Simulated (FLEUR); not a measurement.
# CdTe (F-43m) in FLEUR: a series of runs

One crystal, CdTe, is run at these levels: LDA (Moruzzi-Janak-Williams); tasks: band structure, equation of state.

All numbers are computed with FLEUR MaX-R8.1 (later development tree); they aren't measurements. Logs are shortened: lines on timing, memory, paths and dates and some standing lists are left out, and cuts for length are marked.

**Measured values to compare with.**

A printed reference work, data compilation reports, for a bulk crystal of CdTe at 0 K: band gap 1.607 eV.

“Multiscale insight into the Cd1-xZnxTe vibrational-mechanical properties -- High-pressure experiments and ab initio calculations”, 2023, arxiv:2306.14539 quotes, for a powder of CdTe: bulk modulus 42 ± 2 GPa.

How close the calculation comes is told below.

## (1) The structure

The structure is cubic, space group F-43m (No. 216). Conventional cell: a = 6.410 Å, b = 6.410 Å, c = 6.410 Å, α = 90.00°, β = 90.00°, γ = 90.00°. Te (site symmetry -43m) has 4 Cd at 2.78 Å as nearest neighbours. Around Cd (site symmetry -43m) lie 4 Te at 2.78 Å.

## (2) Band structure, LDA (Moruzzi-Janak-Williams)

inp.xml reads:

```xml
<?xml version="1.0" encoding="UTF-8" standalone="no"?>
<fleurInput fleurInputVersion="0.39">
   <comment>
      CdTe                                                                                                
   </comment>
   <calculationSetup>
      <cutoffs Kmax="4.26" Gmax="13.2" GmaxXC="13.2" numbands="0"/>
      <scfLoop itmax="60" minDistance="0.00001" maxIterBroyd="15" imix="Anderson" alpha="0.05" precondParam="0.0" spinf="2.0" sdNocoIR="T"/>
      <coreElectrons ctail="T" frcor="F" kcrel="0" coretail_lmax="0"/>
      <xcFunctional name="mjw" relativisticCorrections="F"/>
      <magnetism jspins="1"/>
      <soc l_soc="F" theta="0.0" phi="0.0" spav="F"/>
      <expertModes spex="0" secvar="F"/>
      <geometryOptimization l_f="F" forcealpha="1.0" forcemix="BFGS" epsdisp="0.00001" epsforce="0.00001"/>
      <ldaU l_linMix="F" mixParam="0.05" spinf="1.0"/>
   </calculationSetup>
   <cell>
      <bzIntegration valenceElectrons="42.0" mode="hist" fermiSmearingEnergy="0.00183747">
         <kPointListSelection listName="default-1"/>
         <!-- k-points included here -->
         <xi:include xmlns:xi="http://www.w3.org/2001/XInclude" href="kpts.xml"> </xi:include>
      </bzIntegration>
      <!-- symmetry operations included here -->
      <xi:include xmlns:xi="http://www.w3.org/2001/XInclude" href="sym.xml"> </xi:include>
      <bulkLattice scale="1.0">
         <bravaisMatrix>
            <row-1>    0.0000000000000000     6.0565722293429998     6.0565722293429998</row-1>
[... 31 lines left out ...]
         <lo type="SCLO" l="0" n="4" eDeriv="0"/>
         <lo type="SCLO" l="1" n="4" eDeriv="0"/>
         <lo type="SCLO" l="1" n="4" eDeriv="1"/>
         <lo type="SCLO" l="2" n="4" eDeriv="2"/>
         <lo type="SCLO" l="3" n="4" eDeriv="2"/>
      </species>
   </atomSpecies>
   <atomGroups>
      <atomGroup species="Tellurium (Te)">
         <relPos label="                   1">-1.000/4.000 -1.000/4.000 -1.000/4.000</relPos>
         <force calculate="T" relaxXYZ="TTT"/>
      </atomGroup>
      <atomGroup species="Cadmium (Cd)">
         <relPos label="                   2">.0000000000 .0000000000 .0000000000</relPos>
         <force calculate="T" relaxXYZ="TTT"/>
      </atomGroup>
   </atomGroups>
   <output dos="F" band="F" slice="F">
      <checks vchk="F" cdinf="F"/>
      <bandDOS minEnergy="-.5*Htr" maxEnergy="0.5*Htr" sigma="0.015" storeEVData="T"/>
      <vacuumDOS vacdos="F" integ="F" star="F" nstars="0" locx1="0.0" locy1="0.0" locx2="0.0" locy2="0.0" nstm="0" tworkf="0.0"/>
      <unfoldingBand unfoldBand="F" supercellX="1" supercellY="1" supercellZ="1"/>
      <plotting iplot="0" polar="F">
         <plot TwoD="T" vec1="  1.0  0.0  0.0" vec2="  0.0  1.0  0.0" vec3="  0.0  0.0  1.0" zero="  0.0  0.0  0.0" file="plot"/>
      </plotting>
      <chargeDensitySlicing numkpt="0" minEigenval="0.0" maxEigenval="0.0" nnne="0" pallst="F"/>
      <specialOutput eonly="F"/>
      <moessbauerParams electricFieldGradient="T" isomerShift="T" coreHyperfine="T" valenceHyperfine="T"/>
      <magneticCircularDichroism mcd="F" energyLo="-10.0" energyUp="0.0"/>
   </output>
  <!-- We include the file relax.xml here to enable relaxations (see documentation) -->
  <xi:include xmlns:xi="http://www.w3.org/2001/XInclude" href="relax.xml"> <xi:fallback/> </xi:include>
</fleurInput>
```

crystal.txt reads:

```
CdTe
&input cartesian=F /
0.0000000000  3.2050000000  3.2050000000
3.2050000000  0.0000000000  3.2050000000
3.2050000000  3.2050000000  0.0000000000
1.8897261246
1.0 1.0 1.0

2
52 0.7500000000  0.7500000000  0.7500000000
48 0.0000000000  0.0000000000  0.0000000000

&kpt div1=7 div2=7 div3=7 gamma=T /
```

inp.xml (bands) reads:

```
<?xml version="1.0" encoding="UTF-8" standalone="no"?>
<fleurInput fleurInputVersion="0.39">
   <comment>
      CdTe                                                                                                
   </comment>
   <calculationSetup>
      <cutoffs Kmax="4.26" Gmax="13.2" GmaxXC="13.2" numbands="0"/>
      <scfLoop itmax="60" minDistance="0.00001" maxIterBroyd="15" imix="Anderson" alpha="0.05" precondParam="0.0" spinf="2.0" sdNocoIR="T"/>
      <coreElectrons ctail="T" frcor="F" kcrel="0" coretail_lmax="0"/>
      <xcFunctional name="mjw" relativisticCorrections="F"/>
      <magnetism jspins="1"/>
      <soc l_soc="F" theta="0.0" phi="0.0" spav="F"/>
      <expertModes spex="0" secvar="F"/>
      <geometryOptimization l_f="F" forcealpha="1.0" forcemix="BFGS" epsdisp="0.00001" epsforce="0.00001"/>
      <ldaU l_linMix="F" mixParam="0.05" spinf="1.0"/>
   </calculationSetup>
   <cell>
      <bzIntegration valenceElectrons="42.0" mode="hist" fermiSmearingEnergy="0.00183747">
         <kPointListSelection listName="path-1"/>
         <!-- k-points included here -->
         <xi:include xmlns:xi="http://www.w3.org/2001/XInclude" href="kpts.xml"> </xi:include>
      </bzIntegration>
      <!-- symmetry operations included here -->
      <xi:include xmlns:xi="http://www.w3.org/2001/XInclude" href="sym.xml"> </xi:include>
      <bulkLattice scale="1.0">
         <bravaisMatrix>
[... 32 lines left out ...]
         <lo type="SCLO" l="0" n="4" eDeriv="0"/>
         <lo type="SCLO" l="1" n="4" eDeriv="0"/>
         <lo type="SCLO" l="1" n="4" eDeriv="1"/>
         <lo type="SCLO" l="2" n="4" eDeriv="2"/>
         <lo type="SCLO" l="3" n="4" eDeriv="2"/>
      </species>
   </atomSpecies>
   <atomGroups>
      <atomGroup species="Tellurium (Te)">
         <relPos label="                   1">-1.000/4.000 -1.000/4.000 -1.000/4.000</relPos>
         <force calculate="T" relaxXYZ="TTT"/>
      </atomGroup>
      <atomGroup species="Cadmium (Cd)">
         <relPos label="                   2">.0000000000 .0000000000 .0000000000</relPos>
         <force calculate="T" relaxXYZ="TTT"/>
      </atomGroup>
   </atomGroups>
   <output dos="F" band="T" slice="F">
      <checks vchk="F" cdinf="F"/>
      <bandDOS minEnergy="-.5*Htr" maxEnergy="0.5*Htr" sigma="0.015" storeEVData="T"/>
      <vacuumDOS vacdos="F" integ="F" star="F" nstars="0" locx1="0.0" locy1="0.0" locx2="0.0" locy2="0.0" nstm="0" tworkf="0.0"/>
      <unfoldingBand unfoldBand="F" supercellX="1" supercellY="1" supercellZ="1"/>
      <plotting iplot="0" polar="F">
         <plot TwoD="T" vec1="  1.0  0.0  0.0" vec2="  0.0  1.0  0.0" vec3="  0.0  0.0  1.0" zero="  0.0  0.0  0.0" file="plot"/>
      </plotting>
      <chargeDensitySlicing numkpt="0" minEigenval="0.0" maxEigenval="0.0" nnne="0" pallst="F"/>
      <specialOutput eonly="F"/>
      <moessbauerParams electricFieldGradient="T" isomerShift="T" coreHyperfine="T" valenceHyperfine="T"/>
      <magneticCircularDichroism mcd="F" energyLo="-10.0" energyUp="0.0"/>
   </output>
  <!-- We include the file relax.xml here to enable relaxations (see documentation) -->
  <xi:include xmlns:xi="http://www.w3.org/2001/XInclude" href="relax.xml"> <xi:fallback/> </xi:include>
</fleurInput>
```

Potentials or basis: all-electron, FLAPW.

Launch:

```console
inpgen -f crystal.txt -profile fastHighL
# inp.xml edited to the form shown
fleur_MPI
fleur_MPI   # second run, on inp.xml (bands)
```

The log of the run:

```text
Welcome to FLEUR        (www.flapw.de)
      MaX-Release 8.1          (www.max-centre.eu)

 ========== k-point set info ==========
 Selected k-point list: default-1
 k-point list type: mesh
 7 x 7 x 7
 Number of k points: 20

 ------------Calculation Setup---------------------------
 Number of MPI-tasks      :            1
 Number of PE/node        :            1
 Number of OMP-threads    :            1
 Most efficient MPI parallelization for:
           1           2           4           5          10          20
 Additional eigenvalue parallelization possible
 Number of basis functions:          676
 Approximate size of matrices (H+S) per k-point:         0.014 GB
 --------------------------------------------------------
 Iteration:     1   Distance:       5.76192700 me/bohr^3
 Iteration:     2   Distance:       5.30207313 me/bohr^3
 Iteration:     3   Distance:       3.17174235 me/bohr^3
 Iteration:     4   Distance:       0.88039369 me/bohr^3
 Iteration:     5   Distance:       0.65945290 me/bohr^3
 Iteration:     6   Distance:       0.11899546 me/bohr^3
 Iteration:     7   Distance:       0.07411154 me/bohr^3
 Iteration:     8   Distance:       0.03540668 me/bohr^3
 Iteration:     9   Distance:       0.00448826 me/bohr^3
 Iteration:    10   Distance:       0.00363436 me/bohr^3
 Iteration:    11   Distance:       0.00031893 me/bohr^3
 Iteration:    12   Distance:       0.00016070 me/bohr^3
 Iteration:    13   Distance:       0.00004532 me/bohr^3
 Iteration:    14   Distance:       0.00000388 me/bohr^3

 ********************************************************************
 Run finished successfully
 Stop message:
   all done
 ********************************************************************
```

output (bands):

```text
Welcome to FLEUR        (www.flapw.de)
      MaX-Release 8.1          (www.max-centre.eu)

 ========== k-point set info ==========
 Selected k-point list: path-1
 k-point list type: path
 Number of k points: 60

 ------------Calculation Setup---------------------------
 Number of MPI-tasks      :            1
 Number of PE/node        :            1
 Number of OMP-threads    :            1
 Most efficient MPI parallelization for:
           1           2           3           4           5           6          10          12          15          20          30          60
 Additional eigenvalue parallelization possible
 Number of basis functions:          688
 Approximate size of matrices (H+S) per k-point:         0.014 GB
 --------------------------------------------------------
 Fermi energy correction for insulators:
 No automatic correction of the Fermi energy has been performed.

 Note: Band structure data (together with different weights) is also stored in the banddos.hdf file.
       A convenient way of extracting and plotting the data from that file is by making use of the

 ********************************************************************
 Run finished successfully
 Stop message:
   Charge density postprocessing done.
 ********************************************************************
```

out.xml (last iteration):

```text
<iteration numberForCurrentRun="   14" overallNumber="   14">
         <energyParameters units="Htr">
            <atomicEP atomType="1" spin="1" branch="5s" branchLowest="-5.66" branchHighest="0.70" value="-0.3005005967"/>
            <atomicEP atomType="1" spin="1" branch="5p" branchLowest="-3.82" branchHighest="1.48" value="-0.0488276535"/>
            <atomicEP atomType="1" spin="1" branch="5d" branchLowest="-1.13" branchHighest="2.84" value="0.1604207470"/>
            <atomicEP atomType="1" spin="1" branch="4f" branchLowest="-9.99" branchHighest="1.66" value="0.3134301316"/>
            <loAtomicEP atomType="1" spin="1" branch="4p" branchLowest="-29.13" branchHighest="-3.82" value="-3.8404301024"/>
            <loAtomicEP atomType="1" spin="1" branch="4p" branchLowest="-29.13" branchHighest="-3.82" value="-3.8404301024"/>
            <loAtomicEP atomType="1" spin="1" branch="4d" branchLowest="-20.20" branchHighest="-1.13" value="-1.1662399616"/>
            <loAtomicEP atomType="1" spin="1" branch="4d" branchLowest="-20.20" branchHighest="-1.13" value="-1.1662399616"/>
            <loAtomicEP atomType="1" spin="1" branch="5s" branchLowest="-5.66" branchHighest="0.70" value="-0.3005005967"/>
            <loAtomicEP atomType="1" spin="1" branch="4f" branchLowest="-9.99" branchHighest="1.66" value="0.3134324173"/>
            <atomicEP atomType="2" spin="1" branch="5s" branchLowest="-3.59" branchHighest="1.08" value="0.0159349318"/>
            <atomicEP atomType="2" spin="1" branch="5p" branchLowest="-2.15" branchHighest="1.72" value="0.1808698855"/>
            <atomicEP atomType="2" spin="1" branch="4d" branchLowest="-14.17" branchHighest="-0.05" value="-0.1352298838"/>
            <atomicEP atomType="2" spin="1" branch="4f" branchLowest="-9.99" branchHighest="2.01" value="0.4996279324"/>
            <loAtomicEP atomType="2" spin="1" branch="4s" branchLowest="-26.61" branchHighest="-3.59" value="-3.5908000832"/>
            <loAtomicEP atomType="2" spin="1" branch="4p" branchLowest="-21.76" branchHighest="-2.15" value="-2.1692602522"/>
            <loAtomicEP atomType="2" spin="1" branch="4p" branchLowest="-21.76" branchHighest="-2.15" value="-2.1692602522"/>
            <loAtomicEP atomType="2" spin="1" branch="4d" branchLowest="-14.17" branchHighest="-0.05" value="-0.1436690045"/>
            <loAtomicEP atomType="2" spin="1" branch="4f" branchLowest="-9.99" branchHighest="2.01" value="0.4996300770"/>
         </energyParameters>
         <eigenvalues>
            <eigenvaluesAt spin="1" ikpt="1" k_x="0.00000000" k_y="0.00000000" k_z="0.00000000">
                      -3.8286790022       -3.8286790022       -3.8286790022       -3.5907977673       -2.1630452371
                      -2.1630452371       -2.1630452371       -1.1687757196       -1.1687757196       -1.1687757196
                      -1.1683903057       -1.1683903057       -0.2673471918       -0.1532274769       -0.1532274769
                      -0.1532274769       -0.1425259768       -0.1425259768        0.1542539710        0.1542539710
                       0.1542539710        0.1764663040        0.3197161385        0.3197161385        0.3197161385
                       0.4203993501        0.5060785535        0.5060785535        0.5187434261        0.5187434261
                       0.5187434261        0.6063766986        0.8517015090
            </eigenvaluesAt>
            <eigenvaluesAt spin="1" ikpt="2" k_x="0.00000000" k_y="0.00000000" k_z="0.14285714">
                      -3.8286793213       -3.8286792875       -3.8286792875       -3.5907977444       -2.1630460086
                      -2.1630453825       -2.1630453825       -1.1687808316       -1.1687753903       -1.1687753903
[... 63 lines left out ...]
         <moessbauerParams unitsHFF="kG" unitsIS="e/bohr^3" unitsEFG="Htr/bohr^2">
            <coreIsomerShift atomType="1" isTotal="231266.00383">
               <shell n="1" l="0" isomerShift="200864.98116"/>
               <shell n="2" l="0" isomerShift="23911.33248"/>
               <shell n="2" l="1" isomerShift="630.29597"/>
               <shell n="3" l="0" isomerShift="4721.29897"/>
               <shell n="3" l="1" isomerShift="135.08002"/>
               <shell n="4" l="0" isomerShift="1003.01520"/>
               <shell n="3" l="2" isomerShift="0.00003"/>
            </coreIsomerShift>
            <coreIsomerShift atomType="2" isTotal="160873.64009">
               <shell n="1" l="0" isomerShift="141071.02253"/>
               <shell n="2" l="0" isomerShift="16271.91256"/>
               <shell n="2" l="1" isomerShift="357.20713"/>
               <shell n="3" l="0" isomerShift="3100.29176"/>
               <shell n="3" l="1" isomerShift="73.20611"/>
               <shell n="3" l="2" isomerShift="0.00001"/>
            </coreIsomerShift>
            <isomerShift atomType="1" nucleusRadius="0.0001189" averageDensity="231383.01606"/>
            <isomerShift atomType="2" nucleusRadius="0.0001140" averageDensity="161508.58851"/>
            <electricFieldGradient atomType="1" VXX="0.00000" VYY="0.00000" VZZ="0.00000" asymParam="0.00000">
            </electricFieldGradient>
            <electricFieldGradient atomType="2" VXX="0.00000" VYY="0.00000" VZZ="0.00000" asymParam="0.00000">
            </electricFieldGradient>
         </moessbauerParams>
         <totalEnergy                                    value="   -12381.9221220493" units="Htr">
            <sumOfEigenvalues                            value="    -7484.6196599556">
               <coreElectrons value="-7428.2750892414"/>
               <valenceElectrons value="-56.3445707142"/>
            </sumOfEigenvalues>
            <densityCoulombPotentialIntegral value="-20099.3622638135"/>
            <densityEffectivePotentialIntegral value="-20523.4212079035"/>
            <chargeDenXCDenIntegral value="-319.8080314305"/>
            <FockExchangeEnergyValence value="0.0000000000"/>
            <FockExchangeEnergyCore value="0.0000000000"/>
            <atomTypeDependentContributions atomType="1">
               <electronNucleiInteractionDifferentMTs value="8226.0845407318"/>
               <MadelungTerm value="-33.7215578121"/>
            </atomTypeDependentContributions>
            <atomTypeDependentContributions atomType="2">
               <electronNucleiInteractionDifferentMTs value="6774.4321649105"/>
               <MadelungTerm value="-16.9962432056"/>
            </atomTypeDependentContributions>
            <tkbTimesEntropy value="0.0000006184"/>
            <freeEnergy value="-12381.9221226677"/>
            <extrapolationTo0K value="-12381.9221223585"/>
         </totalEnergy>
         <densityConvergence units="me/bohr^3">
            <chargeDensity spin="1" distance="0.0000038840"/>
         </densityConvergence>
      </iteration>
```

Wall time 46 s (1 thread of AMD EPYC 9R45 (Zen 5), shared host); peak memory 0.08 GiB.

What came out:

| Quantity | Value |
| --- | --- |
| Free energy | -336929.2653 eV |
| Band gap on the k mesh | 0.60 eV, direct |
| Band gap along the path | 0.60 eV, direct |
| Valence electrons inside the program's atomic spheres | Te 19.08; Cd 18.62 (radii Te 2.3, Cd 2.56 bohr) |

Levels at the corners of the path, in eV from the valence-band top:
```
point  band 19  band 20  band 21  band 22  band 23  band 24
    Γ     0.00     0.00     0.00     0.60     4.50     4.50
    X    -4.55    -2.00    -2.00     2.38     2.55     8.79
    W    -4.43    -2.49    -2.38     4.26     4.55     5.46
    K    -4.45    -2.75    -1.66     2.74     4.45     7.27
    Γ     0.00     0.00     0.00     0.60     4.50     4.50
    L    -4.69    -0.84    -0.84     1.67     5.11     5.11
    U    -4.45    -2.75    -1.66     2.74     4.45     7.27
    W    -4.43    -2.49    -2.38     4.26     4.55     5.46
    L    -4.69    -0.84    -0.84     1.67     5.11     5.11
    K    -4.45    -2.75    -1.66     2.74     4.45     7.27
    U    -4.45    -2.75    -1.66     2.74     4.45     7.27
    X    -4.55    -2.00    -2.00     2.38     2.55     8.79
```

Core levels (eV from the Fermi level):
```csv
atom,levels
1 Te,"1s1/2 -31566.1, 2s1/2 -4835.7, 2p1/2 -4532.7, 2p3/2 -4258.6, 3s1/2 -957.6, 3p1/2 -832.8, 3p3/2 -781.7, 4s1/2 -158.5, 3d3/2 -560.8, 3d5/2 -550.1"
2 Cd,"1s1/2 -26473.8, 2s1/2 -3927.2, 2p1/2 -3657.9, 2p3/2 -3465.7, 3s1/2 -728.6, 3p1/2 -620.5, 3p3/2 -586.2, 3d3/2 -394.2, 3d5/2 -387.3"
```

Caveat: spin-orbit coupling is left out, which moves the levels of the heavy elements.

(Part 1 of 2 ends here.)
